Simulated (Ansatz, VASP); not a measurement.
One calculation of Si, two programs

INCAR

```
PREC = Accurate
ENCUT = 520
EDIFF = 1E-6
ISMEAR = -1
SIGMA = 0.05
LREAL = F
LASPH = T
NELM = 100
ALGO = Normal
ISIF = 2
LWAVE = F
LCHARG = F
GGA = PS
NBANDS = 11
```

File KPOINTS:

```
Automatic mesh
0
Gamma
  11 11 11
```

POSCAR

```
Si
1.0
   -2.3870772145      2.3870772145      1.3380687285
    2.3870772145     -2.3870772145      1.3380687285
    2.3870772145      2.3870772145     -1.3380687285
Si
2
Direct
    0.5000000000      0.5000000000      0.0000000000
    0.2500000000      0.7500000000      0.5000000000
```

File input.yaml:

```yaml
crystal:
  lattice:
    - [-2.3870772145, 2.3870772145, 1.3380687285]
    - [2.3870772145, -2.3870772145, 1.3380687285]
    - [2.3870772145, 2.3870772145, -1.3380687285]
  atoms:
    - { symbol: Si, position: [0.5, 0.5, 0.0] }
    - { symbol: Si, position: [0.25, 0.75, 0.5] }
kpoints:
  mp_grid: { grid: [11, 11, 11] }
scf:
  occupations: { method: fermi_dirac, width: 0.05 }
hamiltonian:
  xc: pbesol
  pseudopotentials: { kind: all_electron, lapw: { basis_error: 0.001 } }
output:
  forces: true
  stress: true
  eigenvalues: true
```

Change from the starting cell: volume scaled by 1.02.

Alike in both runs: task single point; functional PBEsol; k mesh 11 × 11 × 11; occupations fermi-dirac, width 0.05 eV; no spin polarisation.

```csv
,VASP,Ansatz
version,VASP 6.6.1,Ansatz 0.2.0
potentials or method,"VASP PAW PBE potentials, release 64 (Si)","all-electron LAPW, scalar-relativistic"
plane-wave cutoff (eV),520,see its input
```

|  | VASP | Ansatz | Ansatz less VASP |
| --- | --- | --- | --- |
| gap on the k mesh at the Fermi level (eV) | none | none | - |
| pressure (GPa) | -1.4 | -1.6 | -0.13 |
| largest component of the traceless stress (GPa) | 0.89 | 0.84 | -0.052 |

A gap of «none» marks a metal or a gap that the smearing closes. Ansatz ran all-electron here, so the differences hold the error of VASP's frozen core and of both bases.

Caveats: the PAW data sets were made with another functional, which shifts forces and pressure a little (VASP).
